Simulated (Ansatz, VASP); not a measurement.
# Cu in VASP and in Ansatz

The input INCAR:

```
SYSTEM = Cu
  PREC = Accurate
  ENCUT = 520
  EDIFF = 1E-8
  ISMEAR = -1
  SIGMA = 0.08
  LREAL = .False.
  LASPH = .True.
  NELM = 80
  ALGO = Normal
  ISIF = 2
  LWAVE = .False.
  LCHARG = .False.
  GGA = PE
  LEFG = .True.
  NBANDS = 12
```

KPOINTS

```
Automatic mesh
0
Gamma
  19 19 19
  0 0 0
```

POSCAR

```
Cu
1.0
    0.0000000000      1.8255750000      1.8075000000
    1.8255750000      0.0000000000      1.8075000000
    1.8255750000      1.8255750000      0.0000000000
Cu
1
Direct
    0.0000000000      0.0000000000      0.0000000000
```

Input for Ansatz:

```yaml
crystal:
  lattice:
    - [0.0, 1.825575, 1.8075]
    - [1.825575, 0.0, 1.8075]
    - [1.825575, 1.825575, 0.0]
  atoms:
    - { symbol: Cu, position: [0.0, 0.0, 0.0] }
kpoints:
  mp_grid: { grid: [19, 19, 19] }
scf:
  occupations: { method: fermi_dirac, width: 0.08 }
hamiltonian:
  xc: pbe
  pseudopotentials: { kind: all_electron, datasets: crystal }
output:
  forces: true
  stress: true
  eigenvalues: true
  efg: { contact_densities: true }
```

Change from the starting cell: equal xx and yy strain of +1 %, crystal datasets.

Alike in both runs: task electric field gradients; functional PBE; k mesh 19 × 19 × 19; occupations fermi-dirac, width 0.08 eV; no spin polarisation.

```csv
,VASP,Ansatz
version,VASP 6.6.1,Ansatz 0.2.0
potentials or method,"VASP PAW PBE potentials, release 64 (Cu)","all-electron PAW with datasets made for the crystal, scalar-relativistic"
plane-wave cutoff (eV),520,see its input
```

|  | VASP | Ansatz | Ansatz less VASP |
| --- | --- | --- | --- |
| pressure (GPa) | -0.6 | -1.1 | -0.55 |
| largest component of the traceless stress (GPa) | 0.25 | 0.26 | +0.008 |
| Vzz of the field gradient on the site that differs most (V/Å²) | 0.0 | 0.2 | +0.14 |

Ansatz ran all-electron here, so the differences hold the error of VASP's frozen core and of both bases.
